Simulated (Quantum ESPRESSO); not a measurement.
# SnTe under changes of volume

One of the cells (31.281 Å³/atom); the others are scaled copies at fixed shape and fractional positions:

```
Te Sn
1.0
     0.00000    3.15085    3.15085
     3.15085    0.00000    3.15085
     3.15085    3.15085    0.00000
Te Sn
1 1
Direct
  0.50000 0.50000 0.50000
  0.00000 0.00000 0.00000
```

| Property | Result |
| --- | --- |
| Program | Quantum ESPRESSO 7.5 |
| Functional | PBE |
| Dispersion | D3(BJ) |
| Potentials or basis | PseudoDojo 0.4.1 SR PBE standard |
| Cutoff | 1088 eV |
| Density cutoff | 4354 eV |
| k mesh | 7 × 7 × 7 |
| Occupations | fermi-dirac, width 0.05 eV |
| Spin | no spin polarisation |

| volume (Å³/atom) | energy over the lowest point (meV/atom) | pressure (GPa) |
| --- | --- | --- |
| 29.404 | 22.11 | 3.6 |
| 30.030 | 10.36 | 2.4 |
| 30.656 | ? | ? |
| 31.281 | 0.00 | 0.3 |
| 31.907 | 0.47 | -0.6 |
| 32.532 | 4.17 | -1.3 |
| 33.158 | 10.64 | -2.0 |

Task: What does the run at 30.656 Å³/atom give?

Result: Energy over the lowest point 3.14 meV/atom; pressure 1.3 GPa.

Worked out: A Birch-Murnaghan fit of order 3 (a polynomial in V^(-2/3)) to the other rows has its minimum at 31.51 Å³/atom with B0 = V·E''(V) = 44 GPa and B' = 5.0. It gives 3.15 meV/atom at 30.656 Å³/atom, against the run's 3.14, and -dE/dV = 1.3 GPa, against 1.3.

Energies are extrapolated to zero smearing.
